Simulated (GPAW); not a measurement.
# PbS (Galena) (Fm-3m) in GPAW: a series of runs, part 2 of 2

GPAW 26.7.0. The steps go on from the part before.

## (3) Dielectric tensor, PBE

This run uses another cell than the first one, of 26.09 Å³/atom, 1.020 times its volume.

The input, run.py:

```python
import numpy as np
from ase import Atoms
from ase.dft.bandgap import bandgap
from ase.io import write
from gpaw import GPAW, PW
from gpaw.response.df import DielectricFunction

atoms = Atoms(['Pb', 'S'],
              cell=[[0.0, 2.96575, 2.96575],
                    [2.96575, 0.0, 2.96575],
                    [2.96575, 2.96575, 0.0]],
              scaled_positions=[[0.0, 0.0, 0.0],
                                [0.5, 0.5, 0.5]],
              pbc=True)

calc = GPAW(mode=PW(500),
            xc='PBE',
            kpts={'size': (6, 6, 6), 'gamma': True},
            occupations={'name': 'fermi-dirac', 'width': 0.001},
            nbands=19,
            convergence={'density': 1e-06},
            maxiter=150,
            txt='gpaw.txt')
atoms.calc = calc
energy = atoms.get_potential_energy()
calc.write('gs.gpw')
write('result.traj', atoms)
print(f'Energy: {energy:.6f} eV')
print('Fermi level:', round(calc.get_fermi_level(), 4), 'eV')
print(f'Gap: {bandgap(calc)[0]:.4f} eV, direct: {bandgap(calc, direct=True)[0]:.4f} eV')

for size in [(20, 20, 20)]:
    name = 'x'.join(str(n) for n in size)
    dense = calc.fixed_density(kpts={'size': size, 'gamma': True},
                               nbands=36, convergence={'bands': 30, 'eigenstates': 1e-7},
                               update_fermi_level=True, txt=f'dense-{name}.txt')
    dense.write(f'{name}.gpw', mode='all')
    df = DielectricFunction(f'{name}.gpw', frequencies=np.array([0.0]), hilbert=False, eta=0.001,
                            ecut=80, nbands=30, intraband=False, txt=f'df-{name}.txt')
    for xc in ['RPA']:
        for direction in ['x', 'y', 'z', [0, 1, 1], [1, 0, 1], [1, 1, 0]]:
            e0, e = df.get_macroscopic_dielectric_constant(xc=xc, direction=direction)
            print(f'{name} {xc} {direction}: {e0:.4f} without, {e:.4f} with local fields')
```

Potentials or basis: GPAW PAW data sets (gpaw-data 1.2.1), pw.

Run with:

```
OMP_NUM_THREADS=1 python run.py
```

gpaw.txt:

```text
__  _  _
 | _ |_)|_||  |
 |__||  | ||/\| - 26.7.0

Input parameters:
  mode=PW(ecut=500.0),
  convergence={'density': 1e-06},
  kpts=MonkhorstPack(size=(6, 6, 6), gamma=True),
  maxiter=150,
  nbands=19,
  occupations=Occupations(name='fermi-dirac', width=0.001),
  xc=XC(name='PBE')

Diagonalizing LCAO Hamiltonian
Converting LCAO to pw mode

                S

       Pb

Atoms  # Å, Bohr magnetons
|   | symbol |        x |        y |        z |    initial magnetic moments |
|---|--------|----------|----------|----------|-----------------------------|
| 0 |     Pb | 0.000000 | 0.000000 | 0.000000 | ( 0.0000,  0.0000,  0.0000) |
| 1 |      S | 2.965750 | 2.965750 | 2.965750 | ( 0.0000,  0.0000,  0.0000) |

Unit cell  # Å
| periodic |        x |        y |        z |  lengths |    angles |
|----------|----------|----------|----------|----------|-----------|
|      yes | 0.000000 | 2.965750 | 2.965750 | 4.194204 | 60.000000 |
|      yes | 2.965750 | 0.000000 | 2.965750 | 4.194204 | 60.000000 |
|      yes | 2.965750 | 2.965750 | 0.000000 | 4.194204 | 60.000000 |

Number of symmetries: 48
Symmetry operations  # r_c * U_cc + t_c -> r_c
|    | kind |            matrix            |
|----|------|------------------------------|
|  0 |  σ   |  1, 0, 0,  1, 0,-1,  1,-1, 0 |
|  1 |  C2  |  1, 0, 0,  1,-1, 0,  1, 0,-1 |
|  2 |  E   |  1, 0, 0,  0, 1, 0,  0, 0, 1 |
|  3 |  σ   |  1, 0, 0,  0, 0, 1,  0, 1, 0 |
|  4 |  C4  |  1, 0,-1,  1, 0, 0,  1,-1, 0 |
|  5 |  S6  |  1, 0,-1,  1,-1, 0,  1, 0, 0 |
|  6 |  σ   |  1, 0,-1,  0, 1,-1,  0, 0,-1 |
|  7 |  C3  |  1, 0,-1,  0, 0,-1,  0, 1,-1 |
|  8 |  S6  |  1,-1, 0,  1, 0, 0,  1, 0,-1 |
|  9 |  C4  |  1,-1, 0,  1, 0,-1,  1, 0, 0 |
| 10 |  C3  |  1,-1, 0,  0,-1, 1,  0,-1, 0 |
| 11 |  σ   |  1,-1, 0,  0,-1, 0,  0,-1, 1 |
| 12 |  σ   |  0, 1, 0,  1, 0, 0,  0, 0, 1 |
| 13 |  C4  |  0, 1, 0,  0, 1,-1, -1, 1, 0 |
| 14 |  C3  |  0, 1, 0,  0, 0, 1,  1, 0, 0 |
| 15 |  S6  |  0, 1, 0, -1, 1, 0,  0, 1,-1 |
| 16 |  C2  |  0, 1,-1,  1, 0,-1,  0, 0,-1 |
| 17 |  σ   |  0, 1,-1,  0, 1, 0, -1, 1, 0 |
| 18 |  S4  |  0, 1,-1,  0, 0,-1,  1, 0,-1 |
| 19 |  C4  |  0, 1,-1, -1, 1, 0,  0, 1, 0 |
| 20 |  C3  |  0, 0, 1,  1, 0, 0,  0, 1, 0 |
| 21 |  σ   |  0, 0, 1,  0, 1, 0,  1, 0, 0 |
| 22 |  S6  |  0, 0, 1,  0,-1, 1, -1, 0, 1 |
| 23 |  C4  |  0, 0, 1, -1, 0, 1,  0,-1, 1 |
| 24 |  S4  |  0, 0,-1,  1, 0,-1,  0, 1,-1 |
| 25 |  C3  |  0, 0,-1,  0, 1,-1,  1, 0,-1 |
| 26 |  C2  |  0, 0,-1,  0,-1, 0, -1, 0, 0 |
| 27 |  S6  |  0, 0,-1, -1, 0, 0,  0,-1, 0 |
| 28 |  S4  |  0,-1, 1,  1,-1, 0,  0,-1, 0 |
| 29 |  C4  |  0,-1, 1,  0, 0, 1, -1, 0, 1 |
| 30 |  C2  |  0,-1, 1,  0,-1, 0,  1,-1, 0 |
| 31 |  σ   |  0,-1, 1, -1, 0, 1,  0, 0, 1 |
| 32 |  C3  |  0,-1, 0,  1,-1, 0,  0,-1, 1 |
| 33 |  S6  |  0,-1, 0,  0, 0,-1, -1, 0, 0 |
| 34 |  S4  |  0,-1, 0,  0,-1, 1,  1,-1, 0 |
| 35 |  C2  |  0,-1, 0, -1, 0, 0,  0, 0,-1 |
| 36 |  C2  | -1, 1, 0,  0, 1, 0,  0, 1,-1 |
| 37 |  S6  | -1, 1, 0,  0, 1,-1,  0, 1, 0 |
| 38 |  S4  | -1, 1, 0, -1, 0, 1, -1, 0, 0 |
| 39 |  C3  | -1, 1, 0, -1, 0, 0, -1, 0, 1 |
| 40 |  S6  | -1, 0, 1,  0, 0, 1,  0,-1, 1 |
| 41 |  C2  | -1, 0, 1,  0,-1, 1,  0, 0, 1 |
| 42 |  C3  | -1, 0, 1, -1, 1, 0, -1, 0, 0 |
| 43 |  S4  | -1, 0, 1, -1, 0, 0, -1, 1, 0 |
| 44 |  C2  | -1, 0, 0,  0, 0,-1,  0,-1, 0 |
| 45 |  i   | -1, 0, 0,  0,-1, 0,  0, 0,-1 |
| 46 |  σ   | -1, 0, 0, -1, 1, 0, -1, 0, 1 |
| 47 |  C2  | -1, 0, 0, -1, 0, 1, -1, 1, 0 |

BZ-sampling:
  Number of BZ points: 216
  Number of IBZ points: 16

  Monkhorst-Pack size: [6, 6, 6]
  Monkhorst-Pack shift: [0.08333333333333333, 0.08333333333333333, 0.08333333333333333]

K-points  # in reciprocal-cell coordinates
|     |                                coordinates |     weight |
|-----|--------------------------------------------|------------|
|   0 | (  0.00000000,   0.00000000,   0.00000000) | 0.00462963 |
|   1 | (  0.16666667,   0.16666667,   0.00000000) | 0.02777778 |
|   2 | (  0.16666667,   0.16666667,   0.16666667) | 0.03703704 |
|   3 | (  0.33333333,   0.16666667,   0.16666667) | 0.05555556 |
|   4 | (  0.33333333,   0.33333333,  -0.33333333) | 0.05555556 |
|   5 | (  0.33333333,   0.33333333,   0.00000000) | 0.02777778 |
|   6 | (  0.33333333,   0.33333333,   0.16666667) | 0.11111111 |
|   7 | (  0.33333333,   0.33333333,   0.33333333) | 0.03703704 |
|   8 | (  0.50000000,   0.33333333,  -0.33333333) | 0.11111111 |
|   9 | (  0.50000000,   0.33333333,  -0.16666667) | 0.05555556 |
| ... |                                            |            |
|  15 | (  0.50000000,   0.50000000,   0.50000000) | 0.01851852 |

Plane wave coefficients: 1363
Cutoff: 500.0 eV

Spin-components: 1 (collinear spins)
Bands:           19
Projectors:      11
Spin-degeneracy: 2
Datatype:        complex128

Parallelization:
  kpt:    1
  domain: 1
  band:   1

Density:
  Valence electrons: 20.0
  Components: 1
  Grid points: [24 24 24]
  Charge: 0.0  # |e|

Potential:
  Grid points: [24 24 24]

species:
  Pb:
    name:    Lead
    Z:       82.0
    valence: 14
    core:    68
    charge:  0.0  # [|e|]
    compensation charges:
      type: gauss
      rc: 0.38  # [Å]
      lmax: 2
    cutoffs:
      filter: 2.36  # [Å]
      core: 2.43  # [Å]
    projectors
    | kind |    occ | energy [eV] | rcut [Å] |
    |------|--------|-------------|----------|
    |   6s |  2.000 |     -11.969 |    1.259 |
    |   6p |  2.000 |      -3.506 |    1.275 |
    |   5d | 10.000 |     -21.211 |    1.217 |
    |    s |        |      15.243 |    1.259 |
    |    p |        |      23.705 |    1.275 |
    |    d |        |       6.001 |    1.217 |

    Using partial waves for Pb as LCAO basis

  S:
    name:    Sulfur
    Z:       16.0
    valence: 6
    core:    10
    charge:  0.0  # [|e|]
    compensation charges:
      type: gauss
      rc: 0.24  # [Å]
      lmax: 2
    cutoffs:
      filter: 1.77  # [Å]
      core: 1.66  # [Å]
    projectors
    | kind |    occ | energy [eV] | rcut [Å] |
    |------|--------|-------------|----------|
    |   3s |  2.000 |     -17.254 |    0.974 |
    |   3p |  4.000 |      -7.008 |    0.979 |
    |    s |        |       9.957 |    0.974 |
    |    p |        |      20.203 |    0.979 |
    |    d |        |       0.000 |    0.900 |

    Using partial waves for S as LCAO basis

Reference energy: -578132.083262  # eV

eigensolver:
  PPCG
  Converge bands: occupied
  niter=2

density mixing:
  MSR1-Mixer
  Pratt-step length: 0.05
  Maximum mixing coefficient: 0.75
  Old densities: 10
  SVD Regularization: 0.005
  Good broyden scale: 1.0
  Trust region scale: 1.0
  Backstep threshold: 4.0
  History deletion threshold: 6.0
  Fourier metric: weight=20.0, sigma=0.015

occupation numbers:
  Fermi-Dirac:
    width: 0.0010  # eV

poisson solver:
  ecut: 4000.0  # eV

xc functional:
  name: PBE with 2 nearest neighbor stencil

convergence criteria:
- Maximum integral of absolute [dens]ity change: 1e-06 electrons / valence electron
- Maximum [total energy] change in last 3 cyles: 0.0005 eV / valence electron
- Maximum integral of absolute [eigenst]ate change: 4e-08 eV^2 / valence electron
maximum number of iterations: 150

SCF iterations
|iter     | |      energy | eigst |  dens |
|---------|-|-------------|-------|-------|
|iter:   1| |   -9.397001 | -0.18 |       |
|iter:   2| |   -9.288790 | -1.97 | -1.16 |
|iter:   3| |   -8.962740 | -1.66 | -1.21 |
|iter:   4| |   -8.964822 | -3.77 | -1.81 |
|iter:   5| |   -8.965895c| -4.25 | -2.16 |
|iter:   6| |   -8.965932c| -5.58 | -3.15 |
|iter:   7| |   -8.965937c| -6.63 | -3.63 |
|iter:   8| |   -8.965937c| -7.63c| -4.45 |
|iter:   9| |   -8.965937c| -7.64c| -5.19 |
|iter:  10| |   -8.965937c| -8.68c| -5.59 |
|iter:  11| |   -8.965937c| -9.07c| -6.51c|

Converged in 11 steps
Energy contributions relative to reference atoms: (reference = -578132.083262)

Energy contributions:
  Kinetic:          18.644481
  Coulomb:         -18.988468
  Zero:              0.022839
  External:          0.000000
  Xc:               -8.644790
  Entropy:          -0.000000
  Spinorbit:         0.000000
  ----------------------------
  Free energy:      -8.965937
  Extrapolated:     -8.965937

dipole moment: (-25.075738, -25.075738, -25.075738)  # |e|*Ang

Fermi level: 6.338
Eigenvalues  # (at kpt = [0.000, 0.000, 0.000])
| band index |      eig [eV] | occ [0-2] |
|------------|---------------|-----------|
|          0 |       -10.579 |     2.000 |
|        ... |               |           |
|          2 |       -10.579 |     2.000 |
|          3 |       -10.570 |     2.000 |
|          4 |       -10.570 |     2.000 |
|          5 |        -7.359 |     2.000 |
|          6 |         0.259 |     2.000 |
|          7 |         4.048 |     2.000 |
|          8 |         4.048 |     2.000 |
|          9 |         4.048 |     2.000 |
|         10 |        11.416 |     0.000 |
|         11 |        11.416 |     0.000 |
|         12 |        11.416 |     0.000 |
|         13 |        12.934 |     0.000 |
|         14 |        12.934 |     0.000 |
|         15 |        12.934 |     0.000 |
|         16 |        14.916 |     0.000 |
|         17 |        15.283 |     0.000 |
|         18 |        15.283 |     0.000 |

Gap: 0.311 eV
Transition (v -> c):
  (s=0, k=15, n=9, [0.50, 0.50, 0.50]) -> (s=0, k=15, n=10, [0.50, 0.50, 0.50])
No difference between direct/indirect transitions
# Writing to gs.gpw (mode='')
```

It took 5.4 min on 1 thread of Arm Neoverse V1, shared host; peak memory 0.57 GiB.

Results:

| Property | Result |
| --- | --- |
| Free energy | -8.9659 eV |
| Band gap on the k mesh | 0.31 eV, direct |
| Electronic dielectric tensor (diagonal) | 17.27 |

Electronic dielectric tensor:
```
17.27  0.00  0.00
 0.00 17.27  0.00
 0.00  0.00 17.27
```

Caveat: the gap is small at this level, which inflates the dielectric constant; the long-wavelength limit can be off by a per cent or two; spin-orbit coupling is left out, which as a rule narrows the gap of such compounds by several tenths of an eV.

## (4) Comparison with measurements

Step 2. A measured high-frequency dielectric constant of PbS is 17.2 (300 K; a printed reference work, monograph); the calculated 19.24 misses it by +11.9 %.

Step 3. Against the measured high-frequency dielectric constant of PbS, 17.2 (300 K; a printed reference work, monograph), the calculated 17.27 is off by +0.4 %.
